**Q:** I need the bulk modulus of diamond, the pressure required per relative change in volume. Does it matter which density functional I choose?

**A:** It matters at the level of several per cent. Every run below used the same program, wave cutoff and k-mesh, yet the results spread over 50 GPa, about 11% of the measured value. RPBE is the softest, 5.3% below experiment, and LDA the stiffest, 6.0% above it. If an error of 10% is acceptable, any row will do.

Diamond (2-atom cell) in GPAW 26.7.0: Kohn-Sham DFT with plane waves, without spin polarization, Fermi-Dirac smearing 0.05 eV. Each bulk modulus comes from a fit to energies at seven volumes, 0.94 to 1.06 times 5.67 Å³/atom. The measured value is 442 GPa, from ultrasound (arXiv:cond-mat/0702656; values found: 441.8 to 444.8 GPa).

| program | functional | how the value is got | potentials or basis | wave cutoff (eV) | k-mesh | computed bulk modulus (GPa) | computed over measured, less one (%) |
| --- | --- | --- | --- | --- | --- | --- | --- |
| GPAW 26.7.0 (1) | RPBE | fit, rest volume 5.78 Å³/atom | GPAW PAW data sets (gpaw data 1.2.1) | 800 | 10x10x10 | 418.5 | -5.3 |
| GPAW 26.7.0 (2) | revPBE | fit, rest volume 5.76 Å³/atom | GPAW PAW data sets (gpaw data 1.2.1) | 800 | 10x10x10 | 422.1 | -4.5 |
| GPAW 26.7.0 (3) | optB88-vdW | fit, rest volume 5.71 Å³/atom | GPAW PAW data sets (gpaw data 1.2.1) | 800 | 10x10x10 | 429.8 | -2.8 |
| GPAW 26.7.0 (4) | OLYP | fit, rest volume 5.66 Å³/atom | PAW data sets made by gpaw setup for the functional | 800 | 10x10x10 | 436.6 | -1.2 |
| GPAW 26.7.0 (5) | BP86+D4 | fit, rest volume 5.63 Å³/atom | PAW data sets made by gpaw setup for the functional | 800 | 10x10x10 | 439.9 | -0.5 |
| GPAW 26.7.0 (6) | PW91+D4 | fit, rest volume 5.64 Å³/atom | PAW data sets made by gpaw setup for the functional | 800 | 10x10x10 | 442.4 | 0.1 |
| GPAW 26.7.0 (7) | C09-vdW | fit, rest volume 5.65 Å³/atom | GPAW PAW data sets (gpaw data 1.2.1) | 800 | 10x10x10 | 444.1 | 0.5 |
| GPAW 26.7.0 (8) | PBEsol | fit, rest volume 5.62 Å³/atom | PAW data sets made by gpaw setup for the functional | 800 | 10x10x10 | 450.5 | 1.9 |
| GPAW 26.7.0 (9) | SOGGA | fit, rest volume 5.61 Å³/atom | PAW data sets made by gpaw setup for the functional | 800 | 10x10x10 | 451.6 | 2.2 |
| GPAW 26.7.0 (10) | LDA | fit, rest volume 5.51 Å³/atom | PAW data sets made by gpaw setup for the functional | 800 | 10x10x10 | 468.3 | 6.0 |

**Q:** Diamond has the same bonds in every row. Why should LDA make them so much stiffer?

**A:** It doesn't, if you compare the bonds at equal length. Each modulus in the table belongs to the volume at which that functional puts the crystal at rest, and RPBE's rest volume is almost 5% larger than LDA's. When both crystals are held at 5.67 Å³/atom, RPBE is the stiffer one, with 451 GPa against 422 GPa. LDA's high modulus therefore comes from its short bonds.

**Q:** What makes the bonds short in one functional and long in another?

**A:** LDA treats each point of the electron cloud as part of a uniform gas. The gradient correction to exchange lowers the energy of uneven densities (the one to correlation undoes part of this), and the density becomes more uneven as atoms move apart. The correction therefore acts like an outward pressure added to LDA. RPBE and revPBE contain a strong correction; PBEsol and SOGGA have a weaker one, designed for solids. The calculated pressures fit this picture, although the link to uneven densities is a theoretical argument that these runs don't test separately.

**Q:** Can you get from that pressure to the modulus?

**A:** Yes, in two steps. The added pressure ΔP expands the crystal, and an expanded crystal is softer: the modulus falls by B′ for each GPa, where B′ ≈ 3.7 is the pressure derivative of LDA's modulus. But ΔP also grows when the crystal is squeezed, and this resists compression, adding a stiffness S at fixed volume. Together,

B ≈ B(LDA) − B′ΔP + S.

For RPBE, ΔP is 21 GPa and S is 29 GPa, so the estimate is 468 − 3.7 × 21 + 29 ≈ 419 GPa. The full calculation gives 418.5 GPa.

**Q:** Does that work for the other functionals?

**A:** LDA serves as the reference, and the formula gives the other nine moduli to within 2 GPa, the worst being C09-vdW. No constant was adjusted to match them. But ΔP and S come from the same energy curves as the moduli, so the agreement is nearly guaranteed: the LDA terms almost cancel, and what remains carries each functional's own curve from 5.67 Å³/atom to its rest volume. The formula is bookkeeping that splits each step into two parts, not a test of the physical cause. The printed analysis after this text lists both parts for each row.

**Q:** Could I skip all this and judge a functional by its rest volume?

**A:** As a rough guide, yes. Between LDA and RPBE the modulus falls by about 10 GPa for each per cent of extra volume, and the other rows lie within about 7 GPa of that line. The scatter comes mainly from S, which isn't in fixed proportion to ΔP. BP86+D4, for example, has a slightly smaller cell than C09-vdW but is softer, because it is softer at equal volume. The D4 term is the reason. It pulls the cell inwards, but its energy curves downwards with volume, and that curvature takes more from the stiffness at fixed volume than the 12 GPa that separates the two rows there.

**Q:** PW91+D4 is only 0.1% from experiment. Surely that is the one to use?

**A:** I wouldn't choose it on that evidence. The calculations hold the nuclei still, whereas real carbon atoms vibrate even at absolute zero. This motion also pushes the crystal outwards, so it softens diamond in the same way as the added pressure above. A rough estimate from recalled values (a zero-point energy of 0.18 eV/atom and a Grüneisen parameter of 1, taken as constant) puts the effect at around 10 GPa. Its sign is firm, its size is expected to be uncertain by several GPa. A good calculation with fixed nuclei should therefore land somewhere near 450 GPa, above the measured 442 GPa.

By that standard PW91+D4 is somewhat too soft, and its close match is partly a cancellation of errors. Its D4 dispersion term also pulls the crystal inwards. Subtracting that term's energy at each volume leaves PW91 alone softer still, so the dispersion term accounts for part of the close match.

**Q:** Which would you choose, then?

**A:** PBEsol or SOGGA. Both lie about 2% above experiment, roughly where a calculation without vibrations belongs. They differ by only 1 GPa, less than the spread of the measured values, so I wouldn't rank one above the other. This choice is for the stiffness, not for the energy needed to pull the atoms apart: there, both functionals are expected to bind too strongly.

**Q:** What does better accuracy cost?

**A:** I have no timings, but the work involved gives a rough idea. LDA and the gradient-corrected functionals cost about the same, D4 adds little, and the nonlocal functionals optB88-vdW and C09-vdW need somewhat more work. Moving from RPBE to PBEsol therefore raises the modulus by 32 GPa, to roughly where it should lie, at almost no extra cost.

If you need 1–2%, the vibrations can't be ignored. A rough estimate like the one above is cheap, but calculating them properly usually costs far more than changing the functional. You should also repeat the run with a denser mesh and a higher cutoff. For RPBE the pressure from the stress is −0.97 GPa at 5.785 Å³/atom, where the energy fit gives about −0.2 GPa. Such an offset is the usual sign of an incomplete plane-wave basis, although fitted energies are expected to suffer less from it than the stress does.

Output of the analysis:

```
Modulus from added pressure, relative to LDA (GPa; volume in A^3/atom):
               row  rest volume  modulus at 5.672  added pressure  part from expansion  part at fixed volume  predicted     miss
   GPAW 26.7.0 (1)        5.783             450.8           21.04               -78.36                 29.24      419.2   0.6798
   GPAW 26.7.0 (2)        5.762             448.8           19.52               -72.69                 27.24      422.9   0.7531
   GPAW 26.7.0 (3)        5.714             443.1           15.86               -59.06                 21.54      430.8   0.9763
   GPAW 26.7.0 (4)        5.657             433.4            11.5               -42.81                 11.85      437.3   0.7339
   GPAW 26.7.0 (5)         5.63               428           9.396               -34.99                 6.409      439.7  -0.1805
   GPAW 26.7.0 (6)        5.637             433.3           9.933               -36.99                 11.72        443   0.6337
   GPAW 26.7.0 (7)         5.65             439.8           10.95               -40.79                 18.22      445.7    1.631
   GPAW 26.7.0 (8)        5.616             435.3           8.301               -30.91                 13.74      451.1   0.6236
   GPAW 26.7.0 (9)         5.61             434.7           7.827               -29.14                  13.1      452.3   0.6551
  GPAW 26.7.0 (10)        5.513             421.6               0                    0                     0      468.3        0
Rival and rough static target (GPa):
               row  on LDA curve  miss of LDA curve  computed less static target
   GPAW 26.7.0 (1)           392             -26.53                       -32.26
   GPAW 26.7.0 (2)         397.2             -24.93                       -28.66
   GPAW 26.7.0 (3)         409.7             -20.07                       -20.96
   GPAW 26.7.0 (4)         425.4             -11.21                       -14.16
   GPAW 26.7.0 (5)         433.1             -6.773                       -10.86
   GPAW 26.7.0 (6)         431.1             -11.34                       -8.365
   GPAW 26.7.0 (7)         427.2             -16.89                       -6.665
   GPAW 26.7.0 (8)         436.9             -13.59                      -0.2645
   GPAW 26.7.0 (9)         438.6             -12.95                       0.8355
  GPAW 26.7.0 (10)         468.3                  0                        17.54
Span of computed moduli, LDA less RPBE (GPa): 49.8
The same span over the measured value (%): 11.27
Rest volume of RPBE over LDA, less one (%): 4.894
Largest miss of the added-pressure model (GPa): 1.631
Largest miss of the single LDA curve (GPa): 26.53
Zero-point pressure, rough (GPa): 5.085
Lowering of the modulus by zero-point motion, rough (GPa): 8.765
Static target, rough (GPa): 450.8
Step from PBEsol to SOGGA (GPa): 1.1
Step from RPBE to PBEsol (GPa): 32
Step from PBEsol to LDA (GPa): 17.8
```
